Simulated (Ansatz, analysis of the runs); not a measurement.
# A defect in a wire: W wire along [100], 2 atoms a period, Mg in place of one W, part 2 of 2

What does the defect do to the conductance?

Ansatz 0.2.0; DFT PBE, plane waves, PAW; relaxation of a wire's period (the session's first sound run).

So far, conductance of the lead as this run defines it (G₀): step 3 (the perfect wire) 3.86.

## Step 5: Transmission between the leads (continued)

Valence density in the ca plane at fractional y = 0.426, with atoms of W within 0.2 Å of it. It is the smooth field of the valence electrons, not physical close to the nuclei.

Ten steps, logarithmic in the rise over the least value, from '0' (0.0 e/Å³) to '9' (5.1 e/Å³), each cell a mean:
```
00000000000000000000000000000000000000000000
00000000000000000000000000000000000000000000
00000000000000000000000000000000000000000000
00000000000000000000000000000000000000000000
00000000000000000000000000000000000000000000
00000000000000001100000000000000000000000000
11111111111111111111111111111111111111111111
22222222222222222222221111122222222222222222
33333333333333333333332222233333333333333333
44444444444444444444443333444444444444444444
45666544456776544457775444677654445666544456
57899754458998644579997556899854457899754568
58999854469999744589998557999964458999854579
58999854458999743479998547999864348999854479
46898643346887533357886445788743336898643358
34565432234554322234543333455432224566432235
22232211112222111112222222222211112233221122
11111110001111000011111111111110001111111111
00000000000000000000000000000000000000000000
00000000000000000000000000000000000000000000
00000000000000000000000000000000000000000000
00000000000000000000000000000000000000000000
00000000000000000000000000000000000000000000
```
Columns run along c (16.0 Å, from fractional 0.18 to 0.78 of the cell), rows up along a (8.4 Å). Atoms in or near the plane, at fractional coordinates: W at (0.22, 0.43), W at (0.34, 0.44), W at (0.45, 0.44), W at (0.55, 0.43), W at (0.67, 0.43).

ELF in the ca plane at fractional y = 0.426, with atoms of W within 0.2 Å of it. It is the smooth field of the valence electrons, not physical close to the nuclei.

Ten even steps from '0' (0.00) to '9' (0.67), each cell a mean:
```
00000000000000000000000000000000000000000000
00000000000000000000000000000000000000000000
00000000000000000000000000000000000000000000
11111100001111111111111000111111101111100011
11222111112222111222322111222221111222111112
22343322223443322344443222344432223343322233
34566433345666433456764334566643334565433345
45787643457887644578866555678754346777643357
56788754468778765688656776668864357888754468
67656765576546776675444786445775467656765577
75555566665665567656764675566566666555576665
55999657647999546569897555999756656999657658
47837846549528635478269446925955637837846469
37848835549869635379798336967944537848835469
35999635536998435348995344899634436999635449
43565335533444345433443454454334533565346434
43222235543222345432234554332234432222356532
43222234433222233333334454333333332222345432
22222222222211122222223333332222221122233322
11111111111111111111111122222111111111111111
00000000000000000000000000000000000000000000
00000000000000000000000000000000000000000000
00000000000000000000000000000000000000000000
```
Columns run along c (16.0 Å, from fractional 0.18 to 0.78 of the cell), rows up along a (8.4 Å). Atoms in or near the plane, at fractional coordinates: W at (0.22, 0.43), W at (0.34, 0.44), W at (0.45, 0.44), W at (0.55, 0.43), W at (0.67, 0.43).

By hand: the program gives 1.4009 × 10^14 S/m² over the cell's cross-section of 70.31 Å² = 7.031 × 10^-19 m², so one cell conducts 9.849 × 10^-5 S. Divided by G0 = 2e²/h = 7.748 × 10^-5 S this is 1.27 G0, a resistance of 10.2 kΩ.

The conductance is 1.27 G₀, with 4 channels a spin open in the lead. The lead's Hamiltonian steps by 20.3 meV, which the program lets pass, though it counts in the error estimate.

## Step 6: Landauer integrals

This step: Landauer integrals over the computed T(E), interpolated linearly between its energies (analysis of the runs above).

Conductance and thermopower are moments of T(E) over the thermal window; sliding the window along E stands for a gate that leaves T(E) rigid.

Numbers from this step:

```
conductance at 300 K, interpolated from T(E) : 1.271 G₀
thermopower at 300 K                         : 5.447 μV/K
Lorenz number over L0                        : 0.9874
```

T(E) held rigid; rough near sharp steps of T(E). The conductance at 300 K by shift of the leads' level:

```csv
shift of the leads' level (eV),conductance at 300 K (G₀)
-0.900,1.57
-0.850,1.64
-0.800,1.65
-0.700,1.98
-0.650,2.06
-0.600,1.95
-0.550,1.73
-0.450,1.44
-0.400,1.46
-0.350,1.47
-0.300,1.43
-0.200,1.38
-0.150,1.36
-0.100,1.34
-0.050,1.31
0.050,1.22
0.100,1.16
0.150,1.13
0.200,1.12
0.300,1.09
0.350,1.06
0.400,1.02
0.450,0.980
0.550,1.03
0.600,1.09
0.650,0.949
0.700,0.808
0.800,1.15
0.850,1.63
0.900,1.81
```

T(E) held rigid; rough near sharp steps of T(E). Thermopower at 300 K against shift of the leads' level:

```csv
shift of the leads' level (eV),thermopower at 300 K (μV/K)
-0.900,-8.52
-0.800,-3.94
-0.750,-14.6
-0.650,1.25
-0.550,18.6
-0.450,2.43
-0.400,-1.82
-0.300,3.61
-0.200,1.86
-0.150,1.89
-0.050,3.89
0.050,6.54
0.150,2.67
0.200,1.72
0.300,3.31
0.400,5.54
0.450,4.02
0.550,-10.1
0.650,22.8
0.750,-28.0
0.800,-52.9
0.900,6.55
```

The two levels move by half the bias each and T(E) is held rigid. The current from the zero-bias T(E) by bias:

```csv
bias (V),current from the zero-bias T(E) (μA)
0.000,0
0.100,9.83
0.200,19.6
0.300,29.2
0.400,38.9
0.500,48.6
0.600,58.3
0.700,68.1
0.800,77.8
0.900,87.2
1.000,96.7
1.100,107
1.200,118
1.300,130
1.400,141
1.500,151
1.600,162
1.700,173
1.800,187
1.900,199
```

By hand, Mott's formula: S = −(π²k²T/3e) d ln T/dE, and π²k²T/3e = 7.33 μV/K × eV at 300 K. The computed T is 1.33 at -0.070 eV and 1.19 at +0.070 eV, so d ln T/dE ≈ -0.776 per eV and S ≈ 5.69 μV/K, against 5.45 from the integrals.

The thermopower is 5.45 μV/K. The Lorenz ratio is 0.99, where the Wiedemann-Franz law gives 1. Moving the level by up to 0.1 eV either way gives 2.6 to 6.5 μV/K.

## Step 7: Outcome

```
conductance of the perfect wire   : 3.86 G₀
conductance, Mg in place of one W : 1.27 G₀
thermopower, Mg in place of one W : 5.45 μV/K
```

Summed over the computed window, 40 % of the lead's open channels pass the defect; the conductance at 300 K is 1.27 G₀. With Mg in place of one W, 32 % of the conductance of that run's own lead (3.97 G₀) is left. Transport is coherent and elastic here: the atoms are frozen, so scattering by vibrations plays no part. The free region is short: held atoms still bear up to 0.6 eV/Å after a relaxation. Spin-orbit coupling is left out, which matters for the bands of heavy atoms. A junction with open d shells ran without spin, after the few moments seeded in its relaxation died away; moments on all d atoms were not tried. A cutoff under the files' recommended one was taken to save time; its effect on T(E) was not tested here.

[Logs are printed without paths, hosts, clocks, repeated set-up lines and the standing remarks that a program may print on its own settings, such as how far it seeks lower states.]

[Hosts, paths, dates, database ids (printed as entryN), source tags and the programs' standing remarks are cut or masked in the printed files.]
